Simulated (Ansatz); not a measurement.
Runs of Ansatz 0.2.0 on Os. It takes space group P6_3/mmc (No. 194, hexagonal). The conventional cell has a = 2.734 Å, b = 2.734 Å, c = 4.320 Å, α = 90.00°, β = 90.00°, γ = 120.00°. Os (site symmetry -6m2) has 12 Os at 2.68 to 2.73 Å as nearest neighbours. 

| task | spin | cell | target pressure (GPa) | points for each segment of the path | gap on the mesh (eV) | pressure (GPa) |
| --- | --- | --- | --- | --- | --- | --- |
| relaxation of cell and atoms | off | relaxed | 0 | - | none | 0.0 |
| relaxation of cell and atoms | off | relaxed to 5 GPa | 5 | - | none | 5.0 |
| relaxation of cell and atoms | off | relaxed to 20 GPa | 20 | - | none | 20.0 |
| band structure | SOC, no magnetisation | as given | - | 14 | none | (a) |
| band structure | off | as given | - | 14 | none | -2.7 |
| relaxation of cell and atoms | off | relaxed to 30 GPa | 30 | - | none | 30.0 |
| relaxation of cell and atoms | off | relaxed to 2 GPa | 2 | - | none | 2.0 |
| relaxation of cell and atoms | off | relaxed to 10 GPa | 10 | - | none | 10.0 |

Alike in all rows: level PBEsol; potentials or basis Ansatz PAW; k mesh 11 × 11 × 6; cutoff (eV) 420; smearing fermi-dirac 0.05 eV.

Q: Fill in the values left out.

A: (a) -2.4.

Caveats: the PAW data sets come from PBE, with cores solved anew for the run's functional, which leaves a small shift of forces and pressure; the plane-wave basis is chosen anew once the cell has moved, so the energies of steps on either side of that aren't comparable (some runs); spin-orbit coupling is left out, which moves the levels of the heavy elements (some runs).

A k mesh can miss the band edges, and rows without SOC leave out spin-orbit coupling on Os.

A gap of «none» marks a metal or a gap under the smearing width.
